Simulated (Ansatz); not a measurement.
## PtSe2: relaxation step by step

The cell of PtSe2 is invented: random cell by space group and Wyckoff sites (P4/mmm, No. 123). Its size is a rough estimate.

```cif
data_structure
_symmetry_space_group_name_H-M 'P 1'
_symmetry_Int_Tables_number 1
_cell_length_a 4.7470
_cell_length_b 4.7470
_cell_length_c 3.7790
_cell_angle_alpha 90.000
_cell_angle_beta 90.000
_cell_angle_gamma 90.000
_cell_volume 85.16
loop_
_atom_site_label
_atom_site_type_symbol
_atom_site_fract_x
_atom_site_fract_y
_atom_site_fract_z
_atom_site_occupancy
Pt1 Pt 0.50000 0.50000 0.00000 1
Se1 Se 0.00000 0.00000 0.26803 1
Se2 Se 0.00000 0.00000 0.73197 1
```

Method: DFT PBE, scalar-relativistic, plane waves, PAW (Ansatz 0.2.0). Cutoff 420 eV, Gaussian smearing, Γ-centred meshes. Cell and atoms relax first on a coarse mesh and then on a finer one. In between, the cell is made exact in the group found at 0.06 Å. In metals the finer mesh still leaves noise of several meV/atom or more. The steps can't lower the symmetry of their start. No spin polarisation in the relaxation; trial moments died out in a coarse test.

Steps on the 4×4×4 mesh (3 atoms, 22 steps). The free energy counts from the last step; some steps are skipped; the plane-wave basis is renewed at times, which shifts energy and pressure.

```tsv
step	ΔF (meV/atom)	V (Å³/atom)	P (GPa)	largest force component (eV/Å)
1	3536.9	28.39	36.23	15.408
3	1901.4	29.90	9.29	0.528
4	1515.6	29.40	2.67	0.380
6	755.5	25.38	-2.02	1.495
7	442.9	23.26	-2.05	0.561
9	187.9	19.06	8.42	0.365
11	160.1	20.17	0.48	0.420
12	155.0	20.31	-0.81	0.002
14	154.2	20.28	0.00	0.010
16	23.4	20.52	2.48	0.059
17	6.0	20.73	0.53	0.090
19	1.2	20.85	-0.04	0.052
20	0.5	20.80	-0.27	0.056
22	0.0	20.68	0.17	0.010
```

The relaxed structure, after a last relaxation on the converged mesh:

Space group P4/mmm (No. 123). a = 3.294 Å, b = 3.294 Å, c = 5.764 Å, α = 90.00°, β = 90.00°, γ = 90.00°
```tsv
atom	site	symmetry	x	y	z
Pt	1c	4/mmm	0.5000	0.5000	0.0000
Se	2g	4mm	0.0000	0.0000	0.2631
```

The symmetry stays P4/mmm (No. 123). The volume per atom shrinks by 26.6 %, from 28.4 to 20.8 Å³. The shortest distance goes from 1.75 Å (Se–Se) to 2.73 Å (Se–Se). The ratio c/a of the conventional cell changes by a factor of 2.20. The energy falls by about 3.5 eV/atom (the start's value is from the coarse mesh). Pt is surrounded by 8 Se at 2.78 Å and 4 Pt at 3.29 Å; Se has 1 Se at 2.73 Å, 4 Pt at 2.78 Å, 1 Se at 3.03 Å and 4 Se at 3.29 Å.

| Quantity | Value |
| --- | --- |
| Volume per atom | 20.85 Å³ |
| Density | 9.37 g/cm³ |
| Formation energy | +0.29 eV/atom |
| Gap on the 14×14×8 mesh of the 3-atom cell | 0 eV (a metal) |

Formation energies are uncorrected and refer to the elements' standard structures at the same level.

The last run used Gaussian smearing of 0.10 eV. These runs have no spin–orbit coupling, which can matter for Pt. The reference form of Se is held partly by dispersion forces, which this level lacks. A structure relaxed within its symmetry needn't be a true minimum. In all, the 4 runs took 3.7 min on 1 thread of Arm Neoverse V1 (shared host). Another cell of PtSe2 relaxed alike, in P-3m1 (a cell as deposited in COD), lies 0.69 eV/atom lower, so this cell isn't the stable form at this level.
